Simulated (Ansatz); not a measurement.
Set up this calculation in Ansatz 0.2.0, as the native input.

```
Task                : relaxation of cell and atoms
Functional          : revPBE
Dispersion          : D4
Potentials or basis : Ansatz PAW
Cutoff              : 420 eV (not typed: the program's choice for these potentials)
k mesh              : 10 × 10 × 10
Occupations         : fermi-dirac, width 0.05 eV
Spin                : no spin polarisation
```

The system is SnO2.

```xyz
3
Lattice="1.6171 0.9336 4.8006 -1.6171 0.9336 4.8006 0.0000 -1.8673 4.8006" Properties=species:S:1:pos:R:3 pbc="T T T"
Sn    0.0000    0.0000    7.2009
O     0.0000    0.0000   10.9861
O     0.0000    0.0000    3.4157
```

Measurements of this composition are mostly on another form, of space group No. 136.

The input as run:

input.yaml

```yaml
crystal:
  lattice:
    - [1.6170930752, 0.9336291223, 4.800592584]
    - [-1.6170930752, 0.9336291223, 4.800592584]
    - [0.0, -1.8672582446, 4.800592584]
  atoms:
    - { symbol: Sn, position: [0.5, 0.5, 0.5] }
    - { symbol: O, position: [0.76283, 0.76283, 0.76283] }
    - { symbol: O, position: [0.23717, 0.23717, 0.23717] }
hamiltonian:
  xc: revpbe
  pseudopotentials: { kind: paw }
  dispersion: d4
kpoints:
  mp_grid: { grid: [10, 10, 10] }
scf:
  occupations: { method: fermi_dirac, width: 0.05 }
output:
  forces: true
  stress: true
  eigenvalues: true
relax:
  f_tol: 0.01
  max_steps: 40
  cell: { stress_tol: 0.05 }
```

Potentials or basis: Ansatz PAW.

Launch:

```sh
$ ansatz run input.yaml --threads 2 --pin off --max-ram 5632MiB --backend cpu --events-out ev --progress --plain --runs-dir out
```

It gave:

| Quantity | Value |
| --- | --- |
| Relaxed volume | 12.60 Å³/atom |
| Relaxed cell | a = 4.556 Å, b = 4.556 Å, c = 4.556 Å, α = 41.67°, β = 41.67°, γ = 41.67° |
| Space group after relaxing (to 0.05 Å) | R-3m (No. 166) |
| Energy gained by relaxing | 27.4 meV/atom |
| Ionic steps | 13 |
| Pressure after relaxing | 0.0 GPa |
| Band gap on the k mesh | 1.50 eV, direct |

Caveat: the plane-wave basis is chosen anew once the cell has moved, so the energies of steps on either side of that aren't comparable; the pressure holds a Pulay correction of +0.8 GPa for the finite cutoff; spin-orbit coupling is left out, which moves the levels of the heavy elements; the PAW data sets come from PBE, with cores solved anew for the run's functional, which leaves a small shift of forces and pressure.

Run time: 37 s on 2 threads of Arm Neoverse V1, on a shared host, peak memory 0.38 GiB.
